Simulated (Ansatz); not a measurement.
**NbP (I4_1md): how the settings move a single-point run**

Question: which choices in the input matter for NbP (I4_1md)?

Program: Ansatz 0.2.0. Level of theory: reference: DFT PBE, scalar-relativistic, plane waves, PAW, unless a step's input says otherwise. These are calculated values, not measurements.

3 further runs of the same task are left out: 2 that didn't finish, 1 set aside as unsound or not needed. Runs told in other sessions of the task aren't counted.

## (1) The structure to begin with

The structure is tetragonal, space group I4_1md (No. 109). Conventional cell: a = 3.346 Å, b = 3.346 Å, c = 11.435 Å, α = 90.00°, β = 90.00°, γ = 90.00°. Nb (site symmetry 2mm) has 6 P at 2.54 to 2.55 Å in its first shell of neighbours. Around P (site symmetry 2mm) lie 6 Nb at 2.54 to 2.55 Å.

As a file:

```xyz
4
Lattice="-1.6731 1.6731 5.7174 1.6731 -1.6731 5.7174 1.6731 1.6731 -5.7174" Properties=species:S:1:pos:R:3 pbc="T T T"
Nb    0.0000    0.0000    5.7175
Nb    1.6731    0.0000    2.8588
P     0.0000    0.0000    0.9447
P     0.0000    1.6731    3.8034
```

## (2) Reference

The input, input.yaml:

```yaml
crystal:
  lattice:
    - [-1.6731146522, 1.6731146522, 5.717413033]
    - [1.6731146522, -1.6731146522, 5.717413033]
    - [1.6731146522, 1.6731146522, -5.717413033]
  atoms:
    - { symbol: Nb, position: [0.5000094769, 0.5000094769, 0.0] }
    - { symbol: Nb, position: [0.2500094769, 0.7500094769, 0.5] }
    - { symbol: P, position: [0.0826190931, 0.0826190931, 0.0] }
    - { symbol: P, position: [0.8326190931, 0.3326190931, 0.5] }
basis:
  ecutwfc: 420
  ecutrho_ratio: 4
kpoints:
  mp_grid: { grid: [14, 14, 14] }
  band_path:
    path:
      - [[0.0, 0.0, 0.0], [0.0, 0.0, 0.5], [0.25, 0.25, 0.25], [0.0, 0.5, 0.0], [0.0, 0.0, 0.0], [0.5, 0.5, -0.5], [0.2714088, 0.7285912, -0.2714088]]
      - [[-0.2714088, 0.2714088, 0.2714088], [0.0, 0.0, 0.0]]
      - [[0.0, 0.0, 0.5], [-0.0428176, 0.0428176, 0.5]]
      - [[0.5, 0.5, -0.0428176], [0.5, 0.5, -0.5]]
    npoints: 14
hamiltonian:
  xc: pbe
scf:
  occupations: { method: gaussian, width: 0.05 }
  n_extra_bands: 15
output:
  forces: true
  stress: true
  eigenvalues: true
  populations: true
  dos: { projected: true, de: 0.02, nscf_kmesh: { grid: [21, 21, 21] } }
  bader: true
  write_density: true
  write_potential: true
  elf: true
  volumetric_format: npy
```

Launch:

```bash
$ ansatz run input.yaml --threads 4 --pin off --max-ram 7168MiB --backend cpu --events-out ev --progress --plain --runs-dir out
```

## (3) Changing settings: occupations.method tetrahedron, width left out

The input, input.yaml:

```yaml
crystal:
  lattice:
    - [-1.6731146522, 1.6731146522, 5.717413033]
    - [1.6731146522, -1.6731146522, 5.717413033]
    - [1.6731146522, 1.6731146522, -5.717413033]
  atoms:
    - { symbol: Nb, position: [0.5000094769, 0.5000094769, 0.0] }
    - { symbol: Nb, position: [0.2500094769, 0.7500094769, 0.5] }
    - { symbol: P, position: [0.0826190931, 0.0826190931, 0.0] }
    - { symbol: P, position: [0.8326190931, 0.3326190931, 0.5] }
basis:
  ecutwfc: 420
  ecutrho_ratio: 4
kpoints:
  mp_grid: { grid: [14, 14, 14] }
hamiltonian:
  xc: pbe
scf:
  occupations: { method: tetrahedron }
output:
  forces: true
  stress: true
  write_density: true
  write_potential: true
  elf: true
  volumetric_format: npy
```

## (4) Changed: pseudopotentials.kind paw, pseudopotentials.source jth, dispersion d3bjatm

The input, input.yaml:

```yaml
crystal:
  lattice:
    - [-1.6731146522, 1.6731146522, 5.717413033]
    - [1.6731146522, -1.6731146522, 5.717413033]
    - [1.6731146522, 1.6731146522, -5.717413033]
  atoms:
    - { symbol: Nb, position: [0.5000094769, 0.5000094769, 0.0] }
    - { symbol: Nb, position: [0.2500094769, 0.7500094769, 0.5] }
    - { symbol: P, position: [0.0826190931, 0.0826190931, 0.0] }
    - { symbol: P, position: [0.8326190931, 0.3326190931, 0.5] }
basis:
  ecutwfc: 420
  ecutrho_ratio: 4
kpoints:
  mp_grid: { grid: [14, 14, 14] }
hamiltonian:
  xc: pbe
  pseudopotentials: { kind: paw, source: jth }
  dispersion: d3bjatm
scf:
  occupations: { method: gaussian, width: 0.05 }
output:
  forces: true
  stress: true
  write_density: true
  write_potential: true
  elf: true
  volumetric_format: npy
```

## (5) Changed: ecutwfc 700 eV, hubbard.sites [{species: Nb, l: d, u_eff: 5.0}], hubbard.double_counting fll, pseudopotentials.kind nc, pseudopotentials.accuracy standard

The input, input.yaml:

```yaml
crystal:
  lattice:
    - [-1.6731146522, 1.6731146522, 5.717413033]
    - [1.6731146522, -1.6731146522, 5.717413033]
    - [1.6731146522, 1.6731146522, -5.717413033]
  atoms:
    - { symbol: Nb, position: [0.5000094769, 0.5000094769, 0.0] }
    - { symbol: Nb, position: [0.2500094769, 0.7500094769, 0.5] }
    - { symbol: P, position: [0.0826190931, 0.0826190931, 0.0] }
    - { symbol: P, position: [0.8326190931, 0.3326190931, 0.5] }
basis:
  ecutwfc: "700 eV"
  ecutrho_ratio: 4
kpoints:
  mp_grid: { grid: [14, 14, 14] }
hamiltonian:
  xc: pbe
  hubbard: { sites: [{ species: Nb, l: d, u_eff: 5.0 }], double_counting: fll }
  pseudopotentials: { kind: nc, accuracy: standard }
scf:
  occupations: { method: gaussian, width: 0.05 }
output:
  forces: true
  stress: true
  write_density: true
  write_potential: true
  elf: true
  volumetric_format: npy
```

## (6) Variant: xc r2scan

The input, input.yaml:

```yaml
crystal:
  lattice:
    - [-1.6731146522, 1.6731146522, 5.717413033]
    - [1.6731146522, -1.6731146522, 5.717413033]
    - [1.6731146522, 1.6731146522, -5.717413033]
  atoms:
    - { symbol: Nb, position: [0.5000094769, 0.5000094769, 0.0] }
    - { symbol: Nb, position: [0.2500094769, 0.7500094769, 0.5] }
    - { symbol: P, position: [0.0826190931, 0.0826190931, 0.0] }
    - { symbol: P, position: [0.8326190931, 0.3326190931, 0.5] }
basis:
  ecutwfc: 420
  ecutrho_ratio: 4
kpoints:
  mp_grid: { grid: [14, 14, 14] }
hamiltonian:
  xc: r2scan
scf:
  occupations: { method: gaussian, width: 0.05 }
output:
  forces: true
  stress: true
```

Before running it: what results should come out? Wanted: for each run, ending; energy change; pressure; gap; force.

As calculated:

```csv
run,ending,energy change,pressure (GPa),gap (eV),force (eV/Å),cycles,time
reference,converged,0,0.0,0.00,0.00,6,75 s
"1: occupations.method tetrahedron, width left out",converged,0.0 meV/atom (σ→0),0.0,0.00,0.01,6,12 s
"2: pseudopotentials.kind paw, pseudopotentials.source jth, dispersion d3bjatm",converged,not comparable,-5.3,0.00,0.00,8,17 s
"3: ecutwfc 700 eV, hubbard.sites [{species: Nb, l: d, u_eff: 5.0}], hubbard.double_counting fll, pseudopotentials.kind nc, pseudopotentials.accuracy standard",converged,not comparable,2.4,0.00,0.02,9,32 s
4: xc r2scan,converged,not comparable,-0.6,0.00,0.02,7,17 s
```

Times don't compare one to one where runs were asked for different outputs or read a saved state (see the inputs); cycles may leave out searches for a lower state.

Residual by cycle in the longest SCF loop of each run; runs are numbered as in the table. The quantity is the density residual dr2, in eV.

```csv
cycle,reference,run 1,run 2,run 3,run 4
1,0.03,0.0307,5.52,6.43,0.104
2,0.0106,0.00659,1.02,1.06,0.018
3,1.1e-4,5.7e-4,0.0666,0.0644,0.00125
4,3.5e-6,1.5e-5,0.00799,0.00666,7.6e-5
5,2.6e-7,3.9e-7,6.0e-4,4.0e-4,3.8e-6
6,1.4e-8,2.1e-8,1.8e-5,5.8e-5,3.3e-7
7,-,-,4.5e-7,6.7e-6,2.1e-8
8,-,-,2.3e-8,1.3e-6,-
9,-,-,-,3.2e-8,-
```

What this shows: «occupations.method tetrahedron, width left out» leaves the energy as it was. Runs 2, 3 and 4 ran under the cutoff that the potentials recommend, as the log warns, so basis error is mixed into their values, and swamps them where the cutoff is far short. A changed U is a change of model: its shifts are not errors of convergence.
